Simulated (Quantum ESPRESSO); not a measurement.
# Ti (P6_3/mmc) in Quantum ESPRESSO: a series of runs, part 3 of 4

Quantum ESPRESSO 7.5. Earlier steps stand in the parts before.

## (4) Phonons, LDA

Contents of pw.in:

```
&CONTROL
  calculation = 'scf'
  prefix = 'pwscf'
  outdir = './tmp'
  pseudo_dir = './pseudo'
  tprnfor = .true.
  tstress = .true.
  disk_io = 'low'
/
&SYSTEM
  ibrav = 0
  celldm(1) = 8
  nat = 2
  ntyp = 1
  ecutwfc = 45
  ecutrho = 360
  nbnd = 19
  occupations = 'smearing'
  smearing = 'mv'
  degauss = 0.01469973
/
&ELECTRONS
  conv_thr = 4d-10
  electron_maxstep = 120
  mixing_beta = 0.5
/
ATOMIC_SPECIES
Ti    47.8670 ti_lda_v1.4.uspp.F.UPF
CELL_PARAMETERS alat
  0.6968365084558   0.0000000000000   0.0000000000000
 -0.3484182542279   0.6034781186156   0.0000000000000
  0.0000000000000   0.0000000000000   1.1054897829061
ATOMIC_POSITIONS crystal
Ti     0.6666666667    0.3333333333    0.7500000000
Ti     0.3333333333    0.6666666667    0.2500000000
K_POINTS automatic
8 8 5 0 0 0
```

Contents of relax.in:

```
&CONTROL
  calculation = 'vc-relax'
  prefix = 'pwscf'
  outdir = './tmp'
  pseudo_dir = './pseudo'
  tprnfor = .true.
  tstress = .true.
  disk_io = 'low'
  nstep = 40
  forc_conv_thr = 0.0001
  etot_conv_thr = 1d-06
/
&SYSTEM
  ibrav = 0
  celldm(1) = 8
  nat = 2
  ntyp = 1
  ecutwfc = 45
  ecutrho = 360
  nbnd = 19
  occupations = 'smearing'
  smearing = 'mv'
  degauss = 0.01469973
/
&ELECTRONS
  conv_thr = 4d-10
  electron_maxstep = 120
  mixing_beta = 0.5
/
&IONS
  ion_dynamics = 'bfgs'
/
&CELL
  cell_dynamics = 'bfgs'
  press = 0
  press_conv_thr = 0.2
/
ATOMIC_SPECIES
Ti    47.8670 ti_lda_v1.4.uspp.F.UPF
CELL_PARAMETERS alat
  0.6968365084558   0.0000000000000   0.0000000000000
 -0.3484182542279   0.6034781186156   0.0000000000000
  0.0000000000000   0.0000000000000   1.1054897829061
ATOMIC_POSITIONS crystal
Ti     0.6666666667    0.3333333333    0.7500000000
Ti     0.3333333333    0.6666666667    0.2500000000
K_POINTS automatic
8 8 5 0 0 0
```

Contents of scf2.in:

```
&CONTROL
  calculation = 'scf'
  prefix = 'pwscf'
  outdir = './tmp'
  pseudo_dir = './pseudo'
  tprnfor = .true.
  tstress = .true.
  disk_io = 'low'
/
&SYSTEM
  ibrav = 0
  celldm(1) = 8
  nat = 2
  ntyp = 1
  ecutwfc = 45
  ecutrho = 360
  nbnd = 19
  occupations = 'smearing'
  smearing = 'mv'
  degauss = 0.01469973
/
&ELECTRONS
  conv_thr = 1d-13
  electron_maxstep = 120
  mixing_beta = 0.5
  startingpot = 'file'
  startingwfc = 'file'
/
ATOMIC_SPECIES
Ti    47.8670 ti_lda_v1.4.uspp.F.UPF
CELL_PARAMETERS alat
  0.6764145293332   0.0000000000000   0.0000000000000
 -0.3382072646666   0.5857921658914   0.0000000000000
  0.0000000000000   0.0000000000000   1.0718079445346
ATOMIC_POSITIONS crystal
Ti     0.6666666666    0.3333333332    0.7500000000
Ti     0.3333333332    0.6666666666    0.2500000000
K_POINTS automatic
8 8 5 0 0 0
```

Contents of ph.in:

```
phonons of Ti
&INPUTPH
  prefix = 'pwscf'
  outdir = './tmp'
  tr2_ph = 1d-18
  fildyn = 'dyn'
  niter_ph = 90
  alpha_mix(1) = 0.4
/
0.0000000000 0.0000000000 0.0000000000
```

Contents of dynmat.in:

```
&INPUT
  fildyn = 'dyn'
  asr = 'crystal'
  filout = 'dynmat.disp'
  fileig = 'dynmat.eig'
/
```

Potentials or basis: GBRV 1.5 LDA.

Run with:

```console
> OMP_NUM_THREADS=1 mpirun -n 4 pw.x -nk 4 -in pw.in > pw.out
> OMP_NUM_THREADS=1 mpirun -n 4 pw.x -nk 4 -in relax.in > relax.out
> OMP_NUM_THREADS=1 mpirun -n 4 pw.x -nk 4 -in scf2.in > scf2.out
> OMP_NUM_THREADS=1 mpirun -n 4 ph.x -nk 4 -in ph.in > ph.out
> OMP_NUM_THREADS=1 mpirun -n 1 dynmat.x -in dynmat.in > dynmat.out
```

pw.out:

```text
This program is part of the open-source Quantum ESPRESSO suite
     for quantum simulation of materials; please cite
[... 6 lines left out ...]
     using ibrav=0 with symmetry is DISCOURAGED, use correct ibrav instead

     K-points division:     npool     =       4
     Subspace diagonalization in iterative solution of the eigenvalue problem:
     a serial algorithm will be used

     G-vector sticks info
     --------------------
     sticks:   dense  smooth     PW     G-vecs:    dense   smooth      PW
     Sum         769     379    121                27449     9715    1713

     Using Slab Decomposition

     bravais-lattice index     =            0
     lattice parameter (alat)  =       8.0000  a.u.
     unit-cell volume          =     238.0220 (a.u.)^3
     number of atoms/cell      =            2
     number of atomic types    =            1
     number of electrons       =        24.00
     number of Kohn-Sham states=           19
     kinetic-energy cutoff     =      45.0000  Ry
     charge density cutoff     =     360.0000  Ry
     scf convergence threshold =      4.0E-10
     mixing beta               =       0.5000
     number of iterations used =            8  plain     mixing
     Exchange-correlation=  SLA  PZ   NOGX NOGC
                           (   1   1   0   0   0   0   0)

     celldm(1)=   8.000000  celldm(2)=   0.000000  celldm(3)=   0.000000
     celldm(4)=   0.000000  celldm(5)=   0.000000  celldm(6)=   0.000000

     crystal axes: (cart. coord. in units of alat)
               a(1) = (   0.696837   0.000000   0.000000 )
               a(2) = (  -0.348418   0.603478   0.000000 )
               a(3) = (   0.000000   0.000000   1.105490 )

     reciprocal axes: (cart. coord. in units 2 pi/alat)
               b(1) = (  1.435057  0.828530 -0.000000 )
               b(2) = (  0.000000  1.657061  0.000000 )
               b(3) = (  0.000000 -0.000000  0.904576 )

     PseudoPot. # 1 for Ti read from file:
     ti_lda_v1.4.uspp.F.UPF
     Pseudo is Ultrasoft + core correction, Zval = 12.0
     Generated by new atomic code, or converted to UPF format
     Using radial grid of  851 points,  6 beta functions with:
                l(1) =   0
                l(2) =   0
                l(3) =   1
                l(4) =   1
                l(5) =   2
                l(6) =   2
     Q(r) pseudized with  6 coefficients,  rinner =    1.000   1.000   1.000
                                                       1.000   1.000

     atomic species   valence    mass     pseudopotential
     Ti               12.00    47.86700     Ti( 1.00)

     24 Sym. Ops., with inversion, found (12 have fractional translation)

   Cartesian axes

     site n.     atom                  positions (alat units)
         1        Ti     tau(   1) = (   0.3484183   0.2011594   0.8291173  )
         2        Ti     tau(   2) = (  -0.0000000   0.4023187   0.2763724  )

     number of k points=    30  Marzari-Vanderbilt smearing, width (Ry)=  0.0147
                       cart. coord. in units 2pi/alat
        k(    1) = (   0.0000000   0.0000000   0.0000000), wk =   0.0062500
        k(    2) = (   0.0000000   0.0000000   0.1809153), wk =   0.0125000
        k(    3) = (   0.0000000   0.0000000   0.3618306), wk =   0.0125000
        k(    4) = (   0.0000000   0.2071326   0.0000000), wk =   0.0375000
        k(    5) = (   0.0000000   0.2071326   0.1809153), wk =   0.0750000
        k(    6) = (   0.0000000   0.2071326   0.3618306), wk =   0.0750000
[... 22 lines left out ...]
        k(   29) = (   0.3587642   0.8285305   0.1809153), wk =   0.0750000
        k(   30) = (   0.3587642   0.8285305   0.3618306), wk =   0.0750000

     Dense  grid:    27449 G-vectors     FFT dimensions: (  36,  36,  54)

     Smooth grid:     9715 G-vectors     FFT dimensions: (  24,  24,  40)

     Check: negative core charge=   -0.000016

     Initial potential from superposition of free atoms

     starting charge      21.9999, renormalised to      24.0000

     negative rho (up, down):  1.730E-03 0.000E+00
     Starting wfcs are   20 randomized atomic wfcs

     Self-consistent Calculation

     iteration #  1     ecut=    45.00 Ry     beta= 0.50
     Davidson diagonalization with overlap
     ethr =  1.00E-02,  avg # of iterations =  3.6

     negative rho (up, down):  1.895E-03 0.000E+00

     total energy              =    -238.15653137 Ry
     estimated scf accuracy    <       1.26225993 Ry

     iteration #  2     ecut=    45.00 Ry     beta= 0.50
     Davidson diagonalization with overlap
     ethr =  5.26E-03,  avg # of iterations =  2.7

     negative rho (up, down):  1.457E-03 0.000E+00

     total energy              =    -238.46726256 Ry
     estimated scf accuracy    <       0.01319131 Ry
[... 82 lines left out ...]
     iteration # 12     ecut=    45.00 Ry     beta= 0.50
     Davidson diagonalization with overlap
     ethr =  1.82E-12,  avg # of iterations =  1.0

     negative rho (up, down):  9.726E-04 0.000E+00

     total energy              =    -238.47219832 Ry
     estimated scf accuracy    <          5.6E-10 Ry

     iteration # 13     ecut=    45.00 Ry     beta= 0.50
     Davidson diagonalization with overlap
     ethr =  1.82E-12,  avg # of iterations =  2.2

     negative rho (up, down):  9.726E-04 0.000E+00

     End of self-consistent calculation

          k = 0.0000 0.0000 0.0000 (  1201 PWs)   bands (ev):

   -43.4143 -43.2788 -20.3192 -19.6761 -19.6761 -19.6224 -19.5770 -19.5770
     6.7535  10.2035  13.5946  13.5946  13.6565  13.6952  14.0810  14.0810
    14.4147  14.4147  15.9275

          k = 0.0000 0.0000 0.1809 (  1195 PWs)   bands (ev):

   -43.4015 -43.2919 -20.2550 -19.6915 -19.6667 -19.6667 -19.5865 -19.5865
     7.0832  10.0101  13.1770  13.4753  13.4753  13.5205  13.9158  13.9158
    14.7423  14.7423  15.9314

          k = 0.0000 0.0000 0.3618 (  1195 PWs)   bands (ev):

   -43.3679 -43.3260 -20.0848 -19.8696 -19.6420 -19.6420 -19.6114 -19.6114
     7.9925   9.1821  12.8318  13.1141  13.4343  13.4343  13.6143  13.6143
    15.3197  15.3197  15.7698
[... 43 lines left out ...]
          k = 0.0000 0.6214 0.1809 (  1212 PWs)   bands (ev):

   -43.3124 -43.2590 -20.1629 -20.0311 -19.9419 -19.7825 -19.7308 -19.6527
     9.8127  10.9397  11.4692  12.2190  13.5056  13.6089  13.8649  15.5983
    15.7512  15.8083  16.2227

          k = 0.0000 0.6214 0.3618 (  1207 PWs)   bands (ev):

   -43.2959 -43.2755 -20.1776 -20.1220 -19.8216 -19.7436 -19.7427 -19.6931
    10.0659  10.5219  11.8999  12.2692  13.4908  13.8426  14.1347  14.8824
    15.8881  15.9838  16.0638

          k = 0.0000-0.8285 0.0000 (  1216 PWs)   bands (ev):

   -43.2972 -43.2532 -20.1441 -20.0235 -20.0179 -19.8171 -19.7940 -19.6485
    10.5459  10.7318  11.0303  12.2783  13.2919  13.4421  13.9872  16.1354
    16.3364  16.3631  17.1578

          k = 0.0000-0.8285 0.1809 (  1212 PWs)   bands (ev):

   -43.2930 -43.2573 -20.1979 -20.0853 -19.9302 -19.8012 -19.7640 -19.6648
    10.2704  10.7524  11.6107  11.8924  13.5040  13.8302  14.0375  15.8670
    16.2062  16.3458  16.7565

          k = 0.0000-0.8285 0.3618 (  1216 PWs)   bands (ev):

   -43.2820 -43.2683 -20.2244 -20.1791 -19.8159 -19.7594 -19.7547 -19.7073
    10.2308  10.5180  11.8815  12.1198  13.8660  14.1069  14.4715  14.9848
    16.2423  16.2996  16.3118

          k = 0.1794 0.3107 0.0000 (  1206 PWs)   bands (ev):

   -43.3729 -43.2639 -20.2248 -19.8372 -19.8017 -19.7032 -19.6656 -19.6180
     7.9796  11.0520  12.2209  12.5010  13.6149  13.6699  14.1604  14.3901
    14.5085  14.9534  16.1242

          k = 0.1794 0.3107 0.1809 (  1211 PWs)   bands (ev):

   -43.3626 -43.2744 -20.1882 -19.8361 -19.8140 -19.7312 -19.6530 -19.6302
     8.2580  10.9323  11.9703  12.5875  13.4120  13.6987  13.9294  14.4457
    14.8346  15.0037  16.0586

          k = 0.1794 0.3107 0.3618 (  1206 PWs)   bands (ev):
[... 65 lines left out ...]
          k = 0.3588 0.8285 0.1809 (  1221 PWs)   bands (ev):

   -43.2752 -43.2603 -20.1047 -20.0400 -19.9887 -19.8347 -19.8224 -19.7618
    11.0446  11.5007  11.6205  11.7168  12.9234  13.0704  14.2163  15.5742
    15.7881  16.1082  18.3920

          k = 0.3588 0.8285 0.3618 (  1223 PWs)   bands (ev):

   -43.2705 -43.2648 -20.1465 -20.1249 -19.9481 -19.8842 -19.7332 -19.7119
    11.1144  11.3416  12.0083  12.1313  12.6492  12.8037  14.3357  14.7830
    15.9051  16.0801  18.7236

     the Fermi energy is    12.8331 ev

!    total energy              =    -238.47219832 Ry
     estimated scf accuracy    <          2.7E-11 Ry
     smearing contrib. (-TS)   =       0.00030296 Ry
     internal energy E=F+TS    =    -238.47250128 Ry

     The total energy is F=E-TS. E is the sum of the following terms:
     one-electron contribution =     -82.60996914 Ry
     hartree contribution      =      48.87550452 Ry
     xc contribution           =     -35.65595867 Ry
     ewald contribution        =    -169.08207799 Ry

     convergence has been achieved in  13 iterations

     negative rho (up, down):  9.726E-04 0.000E+00

     Forces acting on atoms (cartesian axes, Ry/au):

     atom    1 type  1   force =     0.00000000    0.00000000    0.00000000
     atom    2 type  1   force =     0.00000000   -0.00000000    0.00000000

     Total force =     0.000000     Total SCF correction =     0.000000

     Computing stress (Cartesian axis) and pressure

     negative rho (up, down):  9.726E-04 0.000E+00
          total   stress  (Ry/bohr**3)                   (kbar)     P=      -98.69
  -0.00065297   0.00000000   0.00000000          -96.06        0.00        0.00
   0.00000000  -0.00065297   0.00000000            0.00      -96.06        0.00
   0.00000000  -0.00000000  -0.00070667            0.00       -0.00     -103.95

=------------------------------------------------------------------------------=
   JOB DONE.
=------------------------------------------------------------------------------=
```

It took 3.2 min on 4 MPI ranks of Intel Xeon at 2.50GHz (Skylake/Cascade Lake), shared host; peak memory 0.32 GiB.

Results:

| Property | Result |
| --- | --- |
| Free energy | -3244.6797 eV |
| Relaxed volume | 16.11 Å³/atom |
| Relaxed cell | a = 2.864 Å, b = 2.864 Å, c = 4.537 Å, α = 90.00°, β = 90.00°, γ = 120.00° |
| Space group after relaxing (to 0.05 Å) | P6_3/mmc (No. 194) |
| Pressure after relaxing | 0.0 GPa |
| Band gap on the k mesh | none (metal or under the smearing width) |
| Highest phonon frequency at Γ | 203 cm⁻¹ |

Step by step:
```
step  energy change (eV)  largest force (eV/Å)  pressure (GPa)  volume (Å³)
   1              0.0000                0.0000           -9.87        35.27
   2             -0.0807                0.0000           -4.74        33.53
   3             -0.1000                0.0000            0.67        32.06
   4             -0.1004                0.0000           -0.04        32.24
   5             -0.1004                0.0000            0.00        32.23
   6             -0.1004                0.0000            0.01        32.22
   7             -0.1004                0.0000            0.01        32.22
```

Final structure:
```yaml
crystal:
  lattice:
    - [2.86355, 0.00000, 0.00000]
    - [-1.43177, 2.47990, 0.00000]
    - [0.00000, 0.00000, 4.53741]
  atoms:
    - { symbol: Ti, position: [0.66667, 0.33333, 0.75000] }
    - { symbol: Ti, position: [0.33333, 0.66667, 0.25000] }
```

Levels at points of the mesh, in eV from the Fermi level:
```tsv
k point	band 10	band 11	band 12	band 13	band 14	band 15
(0.00, 0.00, 0.00)	-2.87	0.79	0.79	0.92	1.09	1.34
(0.00, -0.50, 0.00)	-2.40	-2.06	-0.47	0.45	0.68	1.28
```

Phonon frequencies in cm⁻¹ (negative: imaginary):
```csv
q point,frequencies
"(0.000, 0.000, 0.000)",-9 -9 -6 111 111 203
```

Optical modes at Γ, degenerate ones joined:
```tsv
cm⁻¹	components	symmetry	active in
111	2	E2g	Raman
203	1	B1g	silent
```

Caveat: the mesh is thin for the phonons of a metal.

(Continued in part 4 of 4.)
